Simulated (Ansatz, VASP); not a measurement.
**InSb: VASP beside Ansatz**

INCAR

```
PREC = Accurate
ENCUT = 600
EDIFF = 1E-7
ISMEAR = 0
SIGMA = 0.05
LREAL = F
LASPH = T
NELM = 100
ALGO = Normal
ISIF = 4
LWAVE = F
LCHARG = F
GGA = PE
IVDW = 12
IBRION = 2
NSW = 60
EDIFFG = -0.01
```

Contents of KPOINTS:

```
regular mesh
0
Gamma
  4 4 8
```

File POSCAR:

```
InSb
1.0
    5.5650616200      0.0000000000      0.0000000000
    0.0000000000      5.5670159184      0.0000000000
    0.0000000000      0.0000000000      3.3759665839
In Sb
2 2
Direct
    0.0000000000      0.0000000000      0.0007106198
    0.5000000000      0.5000000000     -0.0007106198
    0.5000000000      0.0000000000      0.6587821812
    0.0000000000      0.5000000000      0.3412178188
```

Input for Ansatz:

```yaml
crystal:
  lattice:
    - [5.56506162, 0.0, 0.0]
    - [0.0, 5.5670159184, 0.0]
    - [0.0, 0.0, 3.3759665839]
  atoms:
    - { symbol: In, position: [0.0, 0.0, 0.0007106198] }
    - { symbol: In, position: [0.5, 0.5, -0.0007106198] }
    - { symbol: Sb, position: [0.5, 0.0, 0.6587821812] }
    - { symbol: Sb, position: [0.0, 0.5, 0.3412178188] }
basis:
  ecutwfc: 420
  ecutrho_ratio: 4
kpoints:
  mp_grid: { grid: [4, 4, 8] }
hamiltonian:
  xc: pbe
  dispersion: d3bj
scf:
  occupations: { method: gaussian, width: 0.05 }
output:
  forces: true
  stress: true
  eigenvalues: true
relax:
  f_tol: 0.01
  max_steps: 40
  cell: { stress_tol: 0.1, fix: [volume] }
```

Alike in both runs: task relaxation of shape and atoms at fixed volume; functional PBE; dispersion D3(BJ); k mesh 4 × 4 × 8; occupations gaussian, width 0.05 eV; no spin polarisation.

|  | VASP | Ansatz |
| --- | --- | --- |
| version | VASP 6.6.1 | Ansatz 0.2.0 |
| potentials or method | VASP PAW PBE potentials, release 64 (In_d, Sb) | scalar-relativistic, plane waves, PAW |
| plane-wave cutoff (eV) | 600 | 420 |
| valence electrons in the cell | 36 | 56 |

Ansatz gave:

| Item | Value |
| --- | --- |
| gap on the k mesh at the Fermi level, each at its own relaxed structure (eV) | none |
| relaxed volume (Å³/atom) | 26.15 |
| relaxed cell length with the largest relative difference (Å) | 5.565 |

Question: Which values does VASP return?

Answer: gap on the k mesh at the Fermi level, each at its own relaxed structure (eV): none; relaxed volume (Å³/atom): 26.15; relaxed cell length with the largest relative difference (Å): 5.567.

A gap of «none» marks a metal or a gap that the smearing closes. The two sets of potentials don't hold the same shells in valence.

Caveats: pairwise dispersion overbinds metals, which lowers pressure and volume. The runs have no spin-orbit coupling, so splittings on Sb are missing.
